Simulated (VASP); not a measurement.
# CsPbCl₃: forms and broadenings of the independent-particle spectrum

CsPbCl₃, R32 (no. 155), 5 atoms in the cell. PBE, independent-particle dielectric function; PAW potentials Pb_d, Cs_sv, Cl (PBE set).

## Input

INCAR.step1:
```
  EDIFF = 1E-8
  ENCUT = 300
  ISMEAR = 0
  KPAR = 4
  LASPH = T
  LCHARG = F
  LEPSILON = T
  LWAVE = F
  PREC = Accurate
  SIGMA = 0.02
```

INCAR.step2, as INCAR.step1 but for:
```
- LEPSILON = T
- LWAVE = F
+ LWAVE = T
+ NBANDS = 78
```

INCAR.step3:
```
  ALGO = None
  CSHIFT = 0.1
  EDIFF = 1E-7
  ENCUT = 300
  ISMEAR = 0
  ISTART = 1
  KPAR = 4
  LASPH = T
  LCHARG = F
  LOPTICS = T
  LWAVE = F
  NBANDS = 78
  NEDOS = 2000
  NELM = 1
  PREC = Accurate
  SIGMA = 0.02
```

INCAR.step4, as INCAR.step3 but for:
```
+ LNABLA = T
```

INCAR.step5, as INCAR.step4 but for:
```
- LNABLA = T
+ IPEAD = 3
+ LPEAD = T
```

INCAR.step6, as INCAR.step5 but for:
```
- IPEAD = 3
+ IPEAD = 1
```

INCAR.step7 changes the same tag again: IPEAD = 4.

INCAR.step8, as INCAR.step7 but for:
```
- CSHIFT = 0.1
- IPEAD = 4
- LPEAD = T
+ CSHIFT = 0.5
```

INCAR.step9, as INCAR.step8 but for:
```
- CSHIFT = 0.5
+ CSHIFT = 0.3
```

INCAR.step10 changes the same tag again: CSHIFT = 0.2.

INCAR.step11, as INCAR.step10 but for:
```
- CSHIFT = 0.2
- ISMEAR = 0
+ CSHIFT = 0.1
+ ISMEAR = -5
```

INCAR.step12, as INCAR.step11 but for:
```
- ISMEAR = -5
- SIGMA = 0.02
+ ISMEAR = 0
+ SIGMA = 0.2
```

INCAR.step13, as INCAR.step12 but for:
```
- SIGMA = 0.2
+ OMEGAMAX = 12
+ SIGMA = 0.02
```

INCAR.step14, as INCAR.step13 but for:
```
- OMEGAMAX = 12
+ OMEGAMAX = 60
```

KPOINTS:
```
k-points
0
Gamma
  6 6 6
```

POSCAR:
```
CsPbCl3
1.0
    4.0031551156      2.3112226836      3.2955554574
   -4.0031551156      2.3112226836      3.2955554574
    0.0000000000     -4.6224453672      3.2955554574
Pb Cs Cl
1 1 3
Direct
    0.0000000000      0.0000000000      0.0000000000
    0.5000000000      0.5000000000      0.5000000000
    0.9813997000      0.5000000000      0.0186003000
    0.0186003000      0.9813997000      0.5000000000
    0.5000000000      0.0186003000      0.9813997000
```

Commands (each step's output is kept before the next begins):
```
cat potpaw_PBE.64/Pb_d/POTCAR potpaw_PBE.64/Cs_sv/POTCAR potpaw_PBE.64/Cl/POTCAR > POTCAR
cp INCAR.step1 INCAR
mpirun -np 4 vasp_std > vasp.out
rm WAVECAR CHG
cp INCAR.step2 INCAR
mpirun -np 4 vasp_std > vasp.out
cp INCAR.step3 INCAR
mpirun -np 4 vasp_std > vasp.out
cp INCAR.step4 INCAR
mpirun -np 4 vasp_std > vasp.out
cp INCAR.step5 INCAR
mpirun -np 4 vasp_std > vasp.out
cp INCAR.step6 INCAR
mpirun -np 4 vasp_std > vasp.out
cp INCAR.step7 INCAR
mpirun -np 4 vasp_std > vasp.out
cp INCAR.step8 INCAR
mpirun -np 4 vasp_std > vasp.out
cp INCAR.step9 INCAR
mpirun -np 4 vasp_std > vasp.out
cp INCAR.step10 INCAR
mpirun -np 4 vasp_std > vasp.out
cp INCAR.step11 INCAR
mpirun -np 4 vasp_std > vasp.out
cp INCAR.step12 INCAR
mpirun -np 4 vasp_std > vasp.out
cp INCAR.step13 INCAR
mpirun -np 4 vasp_std > vasp.out
cp INCAR.step14 INCAR
mpirun -np 4 vasp_std > vasp.out
```

## Result

- Direct gap on the mesh (eV): 2.17
- Gap on the mesh (eV): 2.17
- Bands: 78

One ground state, settings moved in the last step alone:

| Settings | ε at zero frequency | Mean energy of the absorption, weighted by Im ε (eV) | Time (s) |
|---|---|---|---|
| longitudinal form, CSHIFT 0.1 | 4.16 | 9.56 | 5 |
| transversal form (LNABLA) | 4.45 | 9.81 | 6 |
| finite differences (LPEAD), order 3 | 4.04 | 9.66 | 11 |
| finite differences (LPEAD), order 1 | 3.88 | 9.85 | 8 |
| finite differences (LPEAD), order 4 | 4.04 | 9.66 | 19 |
| CSHIFT 0.5 | 4.13 | 9.63 | 8 |
| CSHIFT 0.3 | 4.15 | 9.59 | 8 |
| CSHIFT 0.2 | 4.15 | 9.57 | 6 |
| tetrahedron method | 4.04 | 9.64 | 8 |
| SIGMA 0.2 | 4.16 | 9.55 | 7 |
| OMEGAMAX 12, which cuts the spectrum short | 3.57 | – | 8 |
| OMEGAMAX 60 | 4.16 | 9.56 | 8 |

The mean energy covers the spectrum up to 20 eV.

On the same mesh, density-functional perturbation theory with local fields gives ε = 3.87.

Limits: Spin-orbit coupling is left out, which can matter with atoms this heavy.

VASP 6.6.1 took 374 s on 4 cores (Intel Xeon Platinum 8488C (Sapphire Rapids)), a shared host.
